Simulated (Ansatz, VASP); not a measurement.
**One calculation of SiO2, two programs**

```xyz
6
Lattice="-2.5137 2.5137 3.6895 2.5137 -2.5137 3.6895 2.5137 2.5137 -3.6895" Properties=species:S:1:pos:R:3 pbc="T T T"
Si    0.0000    0.0000    0.0000
Si    0.0000    2.5137    1.8447
O     1.2569    2.9757    2.7671
O     0.4620    1.2569    0.9224
O    -1.2569    2.0518    2.7671
O    -0.4620    3.7706    0.9224
```

Alike in both runs: functional PBE; k mesh 6 × 6 × 6; occupations gaussian, width 0.02 eV; no spin polarisation.

Ansatz relaxed the structure, and its values are those at the end. VASP's run is a single point on that final structure, the one shown.

|  | VASP | Ansatz |
| --- | --- | --- |
| version | VASP 6.6.1 | Ansatz 0.2.0 |
| potentials or method | VASP PAW PBE potentials, release 64 (Si, O) | scalar-relativistic, plane waves, PAW |
| plane-wave cutoff (eV) | 520 | 420 |
| valence electrons in the cell | 32 | 32 |

|  | VASP | Ansatz | Ansatz less VASP |
| --- | --- | --- | --- |
| gap on the k mesh at the Fermi level (eV) | 5.73 | 5.73 | +0.001 |
| least direct gap on the mesh (eV) | 5.73 | 5.73 | +0.001 |
| pressure (GPa) | 0.1 | 0.0 | -0.09 |

A k mesh can miss the band edges. Expect the measured gap to be larger: semilocal functionals such as PBE lack the derivative discontinuity.
